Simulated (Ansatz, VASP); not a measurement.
**Co (Co(0001) film, 5 layers, flat): VASP beside Ansatz**

One calculation is typed for both programs; each brings its own data sets. How far apart do they land? The cell is taken from a series of runs on this material, whose earlier steps may have relaxed, scaled, displaced or heated it; both programs get it as it stands.

Program: Ansatz 0.2.0. Level of theory: plane waves, with VASP 6.6.1 beside it; PBE. Results are calculated unless marked as measured.

## Step 1: The structure

The cell holds 10 atoms: 10 Co. Its edges and angles: a = 19.179 Å, b = 2.505 Å, c = 4.339 Å, α = 90.0°, β = 90.0°, γ = 90.0°. It derives from Co. Vacuum lies along a. The structure's axis is c.

## Step 2: Ansatz: single point, PBE

Ansatz runs on its PAW soft_1 files.

A single point takes one fixed geometry, so differences don't come from the geometry; what else differs is listed under the comparison.

input.yaml reads:

```yaml
crystal:
  lattice:
    - [19.1786, 0.0, 0.0]
    - [0.0, 2.5054, 0.0]
    - [0.0, 0.0, 4.3394800933]
  atoms:
    - { symbol: Co, position: [0.234636522, 0.0, 0.0], spin: 2.0 }
    - { symbol: Co, position: [0.234636522, 0.5, 0.5], spin: 2.0 }
    - { symbol: Co, position: [0.3412475363, 0.0, 0.3333333333], spin: 2.0 }
    - { symbol: Co, position: [0.3412475363, 0.5, 0.8333333333], spin: 2.0 }
    - { symbol: Co, position: [0.4478585507, 0.0, 0.0], spin: 2.0 }
    - { symbol: Co, position: [0.4478585507, 0.5, 0.5], spin: 2.0 }
    - { symbol: Co, position: [0.554469565, 0.0, 0.3333333333], spin: 2.0 }
    - { symbol: Co, position: [0.554469565, 0.5, 0.8333333333], spin: 2.0 }
    - { symbol: Co, position: [0.6610805794, 0.0, 0.0], spin: 2.0 }
    - { symbol: Co, position: [0.6610805794, 0.5, 0.5], spin: 2.0 }
magnetization:
  spin_polarized: true
kpoints:
  mp_grid: { grid: [1, 16, 10] }
hamiltonian:
  xc: pbe
  pseudopotentials: { kind: paw, azcp: { folder: soft_1 } }
scf:
  occupations: { method: fermi_dirac, width: 0.1 }
output:
  transmission:
    leads: [[0, 0]]
    kmesh: [1, 36]
    e_range: [-0.27, 0.27]
    de: 0.036
```

Run with:

```console
ansatz run input.yaml --threads 4 --pin off --max-ram 15360MiB --backend cpu --events-out ev --progress --plain --runs-dir out
```

Numbers of over 12 decimals in the logs are rounded to 6 here.

What it wrote:

```text
Engine: ansatz 0.2.0, x86_64-unknown-linux-gnu
Pseudopotentials: kind: paw
Pseudopotential: Co, paw, valence charge 17, recommended cutoff 420 eV (normal), soft_1/Co.paw.azcp
Functional definition: PBE
  parameter kappa = 0.804
  parameter beta = 0.066725
  exchange = pbe_x(kappa = kappa, mu = beta*pi^2/3)
  correlation = pbe_c(beta = beta)
Crystal: 10 atoms, lattice volume = 208.512 Å³
Basis set: ecut = 420 eV, 4071 PW (Γ)
Bands: 114, of which v1, the nominal top of the filled ones, is band 85 counted from 1 (84 counted from 0)
Symmetry: 8 space group operations
Space group: P-6m2 (ITA 187), of the structure as read, at distance tolerance 5.9e-5 Å
Magnetic group: BNS 187.209 (UNI 1439), of the structure as read, at distance tolerance 5.9e-5 Å
k-points: 54 of 160 (time reversal used)
Non-local potential: Co, projectors of the file, l = 0: 3, l = 1: 2, l = 2: 3, l = 3: 1
PAW form: soft (Blöchl's): semilocal exchange-correlation on the pseudo side does not see the compensation charge
PAW one-centre angular grid: Co, 590 points (default); XC on 64 Gauss nodes
Initial density: superposition of atomic densities (neutral atoms: chi_scale 0, normalization atom)
Starting moments: Σ|m| = 20 μB on 10 of 10 sites
Initial wavefunctions: pseudopotential atomic-orbital guess
Functional: x = pbe(κ = 0.804, μ = 0.219515), c = pbe(β = 0.066725)
SCF iter   1: F=—  HF=-51254.707108 eV  |F-HF|=—  |Δ(HF+E_count)|=         —  Δρ=4.17e-2 (↑2.10e-2 ↓4.17e-2)  dr2=1.43e1  dr2_m=7.17e-1  M=18.222 μB ∫|m|=18.862 μB  β_m=0.30  ethr=3.10e-3  ⟨swp⟩=7.3  Hψ=52994  notcnv=0  defer=515
Mixer restart at iter 1: flushing history
preconditioner: auto → LDOS  [metal: Δε(μ)=0.009 eV  Ē_g=7.553 eV  σ=0.100 eV  W_gap=0.02  n_scr=52 (ndim 8)  ℏωp=24.4 eV  f_vac=0.407  D(μ)=11.05/eV (n_scr^D=116)]
spin=Collinear: LDOS preconditioning applied to the charge; magnetization (m = ρ↑ − ρ↓) channel mixes plain (no charge-response kernel on spin).
SCF iter   2: F=—  HF=-51252.381639 eV  |F-HF|=—  |Δ(HF+E_count)|=    2.33e0  Δρ=2.59e-2 (↑2.59e-2 ↓1.27e-2)  dr2=2.13e0  dr2_m=3.36e-1  M=18.008 μB ∫|m|=18.939 μB  β_m=0.31  ethr=3.10e-3  ⟨swp⟩=2.9  Hψ=21271  notcnv=0  defer=1048
SCF iter   3: F=—  HF=-51254.933407 eV  |F-HF|=—  |Δ(HF+E_count)|=    2.55e0  Δρ=1.54e-2 (↑1.54e-2 ↓8.25e-3)  dr2=7.70e-1  dr2_m=1.26e-1  M=17.767 μB ∫|m|=18.845 μB  β_m=0.54  ethr=1.25e-3  ⟨swp⟩=2.8  Hψ=18207  notcnv=0  defer=1070
SCF iter   4: F=—  HF=-51258.222757 eV  |F-HF|=—  |Δ(HF+E_count)|=    3.29e0  Δρ=7.06e-3 (↑6.39e-3 ↓7.06e-3)  dr2=2.32e-1  dr2_m=1.14e-2  M=17.196 μB ∫|m|=18.685 μB  β_m=0.77  ethr=4.53e-4  ⟨swp⟩=2.8  Hψ=19581  notcnv=0  defer=1070
SCF iter   5: F=—  HF=-51258.755146 eV  |F-HF|=—  |Δ(HF+E_count)|=   5.32e-1  Δρ=4.57e-3 (↑4.57e-3 ↓4.57e-3)  dr2=1.85e-1  dr2_m=3.92e-3  M=16.864 μB ∫|m|=18.554 μB  β_m=0.67  ethr=1.37e-4  ⟨swp⟩=2.2  Hψ=23927  notcnv=0  defer=1140
SCF iter   6: F=—  HF=-51258.699020 eV  |F-HF|=—  |Δ(HF+E_count)|=   5.61e-2  Δρ=3.43e-3 (↑3.43e-3 ↓2.09e-3)  dr2=3.16e-2  dr2_m=1.84e-3  M=16.783 μB ∫|m|=18.536 μB  β_m=0.62  ethr=1.09e-4  ⟨swp⟩=2.9  Hψ=26207  notcnv=0  defer=1216
SCF iter   7: F=—  HF=-51258.711627 eV  |F-HF|=—  |Δ(HF+E_count)|=   1.26e-2  Δρ=8.24e-4 (↑8.24e-4 ↓7.13e-4)  dr2=2.91e-3  dr2_m=4.45e-4  M=16.826 μB ∫|m|=18.544 μB  β_m=0.63  ethr=1.86e-5  ⟨swp⟩=2.1  Hψ=20172  notcnv=0  defer=1217
SCF iter   8: F=—  HF=-51258.712142 eV  |F-HF|=—  |Δ(HF+E_count)|=   5.15e-4  Δρ=4.02e-4 (↑4.02e-4 ↓2.82e-4)  dr2=4.07e-4  dr2_m=6.27e-5  M=16.839 μB ∫|m|=18.552 μB  β_m=0.74  ethr=1.71e-6  ⟨swp⟩=2.1  Hψ=18793  notcnv=0  defer=1217
SCF iter   9: F=—  HF=-51258.712261 eV  |F-HF|=—  |Δ(HF+E_count)|=   1.19e-4  Δρ=2.28e-4 (↑7.45e-5 ↓2.28e-4)  dr2=1.50e-4  dr2_m=1.37e-5  M=16.841 μB ∫|m|=18.553 μB  β_m=0.67  ethr=2.39e-7  ⟨swp⟩=3.0  Hψ=25178  notcnv=0  defer=1217
SCF iter  10: F=—  HF=-51258.712244 eV  |F-HF|=—  |Δ(HF+E_count)|=   1.72e-5  Δρ=6.06e-5 (↑5.07e-5 ↓6.06e-5)  dr2=2.12e-5  dr2_m=5.75e-7  M=16.841 μB ∫|m|=18.553 μB  β_m=0.64  ethr=8.83e-8  ⟨swp⟩=2.0  Hψ=16574  notcnv=0  defer=1217
SCF iter  11: F=—  HF=-51258.712243 eV  |F-HF|=—  |Δ(HF+E_count)|=   1.03e-6  Δρ=2.61e-5 (↑2.25e-5 ↓2.61e-5)  dr2=2.81e-6  dr2_m=9.73e-8  M=16.842 μB ∫|m|=18.554 μB  β_m=0.59  ethr=1.24e-8  ⟨swp⟩=2.4  Hψ=20147  notcnv=0  defer=1217
SCF iter  12: F=—  HF=-51258.712242 eV  |F-HF|=—  |Δ(HF+E_count)|=   5.66e-7  Δρ=1.07e-5 (↑6.37e-6 ↓1.07e-5)  dr2=2.77e-7  dr2_m=7.11e-8  M=16.841 μB ∫|m|=18.554 μB  β_m=0.67  ethr=1.65e-9  ⟨swp⟩=2.6  Hψ=19669  notcnv=0  defer=1217
SCF iter  13: F=—  HF=-51258.712242 eV  |F-HF|=—  |Δ(HF+E_count)|=   1.60e-7  Δρ=6.37e-6 (↑3.34e-6 ↓6.37e-6)  dr2=9.85e-8  dr2_m=1.78e-8  M=16.841 μB ∫|m|=18.554 μB  β_m=0.83  ethr=1.63e-10  ⟨swp⟩=2.1  Hψ=17137  notcnv=0  defer=1217
SCF iter  14: F=-51258.712242 eV  HF=-51258.712242 eV  |F-HF|=8.68e-8  |Δ(HF+E_count)|=   6.08e-8  Δρ=4.23e-6 (↑2.17e-6 ↓4.23e-6)  dr2=9.24e-8  dr2_m=3.25e-9  M=16.842 μB ∫|m|=18.554 μB  ethr=5.79e-11  ⟨swp⟩=10.3  Hψ=52546  notcnv=0
SCF 1 converged in 14 iterations: F = -51258.712242 eV  dr2 = 9.24e-8
  greatest PAW one-centre occupation: 1.001 electrons in one spin orbital (limit 2), on the Co atom at site 9 (counted from 0), in its partial waves of l = 1
transmission: 24 of 228 steps passed
transmission: 48 of 228 steps passed
[...]
transmission: 228 of 228 steps passed
SCF converged after 14 iterations
Magnetization: 16.8416 μB (93.4208 up, 76.5792 down)
Absolute magnetization: 18.5713 μB (∫|ρ↑−ρ↓|, with the PAW one-centre terms)
Spin contamination: 0.3581 ħ² per cell (⟨S²⟩ above its minimum at these occupations)
Per-site moments (μB) at R_I (Å): [(1.808083, 1.033141), (1.808083, 1.033141), (1.738549, 1.033141), (1.738549, 1.033141), (1.692871, 1.033141), (1.692871, 1.033141), (1.738549, 1.033141), (1.738549, 1.033141), (1.808083, 1.033141), (1.808083, 1.033141)]
Free energy (F): -51258.712242 eV
Harris-Foulkes:  -51258.712242 eV  (|F-HF|=8.68e-8)
Internal energy: -51258.346963 eV  (E = F + TS)
E sigma→0 (E₀):  -51258.529602 eV
Entropy (-TS):   -0.365280 eV (-36.528 meV/atom)
Fermi energy:    7.484476 eV
--- Per-component energies (eV) ---
  E_band       = -4334.698024
  E_kinetic    = 2905.592764
  E_local      = -200357.273009  (includes V_loc(G=0)·N_el)
  E_nonlocal   = 4348.054099
  E_hartree    = 97745.726194
  E_xc         = -914.069935
  E_vxc        = -1175.767397  (∫ρ·V_xc dr)
  E_paw        = -15718.440029  (= ΣΔE_a)
  E_vpaw       = -5546.891716  (= ΣTr[D̂ρ^β])
  E_aug_tail   = -0.000148  (compensation charges beyond the density's cutoff)
  E_ewald      = 60732.063102
  E_smearing   = -0.365280  (= −TS)
  E_closure    = -0.000000  (closes the sum)
  Σ components = -51258.712242   (vs F -51258.712242, Δ=0.00e0)
--- Band table (eV; the first three rows and the last of 108) ---
  k-point 0 ↑: bands = [... 81 lower, 6.2672, 6.3748, 6.4367, 6.4369, 6.5009, 6.5302, 6.5304, 6.5918, ... 25 higher]
  k-point 1 ↑: bands = [... 81 lower, 6.2295, 6.2616, 6.3156, 6.4384, 6.4572, 6.4690, 6.5382, 6.5831, ... 25 higher]
  k-point 2 ↑: bands = [... 81 lower, 6.1523, 6.1899, 6.2469, 6.3348, 6.4426, 6.5433, 6.5588, 6.5669, ... 25 higher]
  k-point 53 ↓: bands = [... 81 lower, 8.6800, 8.7224, 8.7224, 8.7794, 8.7794, 8.8864, 8.8864, 8.8865, ... 25 higher]
--- Transmission ---
  basis      : 433 plane waves across, 6 finite elements along
  points     : 19, standing for a mesh of 1 x 36
  filling    : by the input's occupations and mesh, since the crystals that have channels conduct as metals do. If one of these is a semiconductor, that mesh has misplaced its level
  energies   : 16 from -0.270000 to 0.270000 eV about the Fermi level, 0.036000 eV apart; the leads are filled to 0.000000 eV, and channels, transmission and decay are at 0.018000 eV
  crystal 0  : Co10, at the sites [0, 0], period 4.3395 Å: whole cells are its period
    offset         : up to 0.0000 Å between an atom of the period and one for which it stands
    filled         : 3.8 meV under the level at which it is neutral
    channels       : 3.194444e0 up, 5.083333e0 down
    conductance    : 6.6979e14 S/m² at 300 K; may be off by some 0.0 % by where its bands' edges are placed, 6.0 % from the k-mesh, 0.2 % from the distance to neutral
    slowest decay  : 0.0990 /Å at (0.0000, 0.4444)
```

[end of part 1 of 2]

[Lines on the potential files, build, host, timing and source positions are cut from VASP's logs without a mark.]

[Logs are printed without paths, hosts, clocks, repeated set-up lines and the standing remarks that a program may print on its own settings, such as how far it seeks lower states.]

[Hosts, paths, dates, database ids (printed as entryN), source tags and the programs' standing remarks are cut or masked in the printed files.]
